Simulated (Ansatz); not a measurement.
Worked example: the enthalpy of formation of C4H6 (cyclobutene)

The species is C4H6 (10 atoms), meant as a singlet with charge 0. SMILES: `C1=CCC1`. The shape is that of a PBE0-D4/def2-TZVP optimisation.

| atom | x (Å) | y (Å) | z (Å) |
| --- | --- | --- | --- |
| C | -0.3300 | 1.0105 | -0.3864 |
| C | -1.0950 | 0.1218 | 0.2496 |
| C | 0.0157 | -0.8842 | 0.4151 |
| C | 0.9093 | 0.1540 | -0.3279 |
| H | -0.5164 | 1.9948 | -0.8009 |
| H | -2.1375 | 0.1115 | 0.5470 |
| H | -0.1188 | -1.8334 | -0.1107 |
| H | 0.3175 | -1.0959 | 1.4446 |
| H | 1.7373 | 0.5536 | 0.2640 |
| H | 1.3010 | -0.1840 | -1.2913 |

Total energies at MP2/def2-SVP, 4 core orbitals frozen (Ansatz 0.2.0); the atoms run unrestricted:

| species | state | energy (Eh) |
| --- | --- | --- |
| C4H6 | singlet | -155.329450 |
| C | triplet | -37.695318 |
| H | doublet | -0.499278 |

Harmonic wavenumbers at PBE0-D4/def2-TZVP, in cm⁻¹: 320, 649, 862, 871, 917, 918, 944, 1012, 1039, 1101, 1147, 1172, 1221, 1238, 1331, 1456, 1479, 1653, 3056, 3061, 3097, 3111, 3188, 3220.

Measured heats of formation of the gaseous atoms at 298.15 K, in kJ/mol: C 716.9, H 218.0. Spin-orbit lowering of the atoms at 298 K (mean of the ground term's levels less their thermal mean, from spectra), in kJ/mol: C 0.02. Take 1 Eh = 2625.50 kJ/mol, 1 cm⁻¹ = 0.0119627 kJ/mol, RT = 2.479 kJ/mol.

Q: Work out the heat of formation of the gas at 298 K.

A: 
1. Electronic atomisation energy: 4 × (-37.695318) + 6 × (-0.499278) − (-155.329450) = 1.552510 Eh = 4076.1 kJ/mol.
2. Zero-point energy: half the sum of the wavenumbers, 19031.5 cm⁻¹ = 227.7 kJ/mol.
3. Thermal vibrational enthalpy, Σ hcν̃/(exp(hcν̃/kT) − 1): 2.6 kJ/mol. Translation, rotation and pV of a non-linear molecule: 4 RT = 9.9 kJ/mol.
4. The 10 free atoms carry 5/2 RT each: 62.0 kJ/mol.
5. Spin-orbit coupling lowers the free atoms by 4 × 0.02 = 0.1 kJ/mol.
6. Atomisation enthalpy at 298 K: 4076.1 − 0.1 − 227.7 − 2.6 − 9.9 + 62.0 = 3897.8 kJ/mol.
7. Sum of the atoms' heats of formation: 4175.6 kJ/mol. Heat of formation: 4175.6 − 3897.8 = +277.8 kJ/mol.

The tabulated value is +156.9 kJ/mol (Active Thermochemical Tables), so this level is off by +120.9 kJ/mol, or 3.0 % of the atomisation enthalpy. Perturbation theory converges slowly with the basis for atomisation. A double-zeta basis underbinds. Anharmonicity and any spin-orbit splitting of the molecule are left out, and so is core correlation.
